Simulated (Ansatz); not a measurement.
Set up this calculation in Ansatz 0.2.0, as the native input.

| Property | Result |
| --- | --- |
| Task | single point |
| Functional | RPBE |
| Potentials or basis | all-electron LAPW, scalar-relativistic |
| Cutoff | 189 eV (chosen from the basis error) |
| Basis error allowed | 0.001 eV/atom |
| k mesh | 11 × 11 × 11 |
| Occupations | gaussian, width 0.1 eV |
| Spin | no spin polarisation |

Crystal: Si.

```xyz
2
Lattice="-2.3714 2.3714 1.3293 2.3714 -2.3714 1.3293 2.3714 2.3714 -1.3293" Properties=species:S:1:pos:R:3 pbc="T T T"
Si    0.0000    0.0000    1.3293
Si    2.3714    0.0000    0.6646
```

This isn't the form of Si at room conditions, which is diamond.

The input as run:

input.yaml

```yaml
crystal:
  lattice:
    - [-2.3713723045, 2.3713723045, 1.3292653899]
    - [2.3713723045, -2.3713723045, 1.3292653899]
    - [2.3713723045, 2.3713723045, -1.3292653899]
  atoms:
    - { symbol: Si, position: [0.5, 0.5, 0.0] }
    - { symbol: Si, position: [0.25, 0.75, 0.5] }
kpoints:
  mp_grid: { grid: [11, 11, 11] }
scf:
  occupations: { method: gaussian, width: 0.1 }
hamiltonian:
  xc: rpbe
  pseudopotentials: { kind: all_electron, lapw: { basis_error: 0.001 } }
output:
  forces: true
  stress: true
  eigenvalues: true
```

Potentials or basis: all-electron LAPW, scalar-relativistic.

Command:

```console
$ ansatz run input.yaml --threads 1 --pin off --max-ram 3072MiB --backend cpu --events-out ev --progress --plain --runs-dir out
```

Results of the run:

```yaml
Pressure: 4.8 GPa
Band_gap_on_the_k_mesh: none (metal or under the smearing width)
```

Wall time 8.8 s on 1 thread of AMD EPYC 7R43 64-Core Processor (Zen 3), on a shared host, peak memory 0.32 GiB.
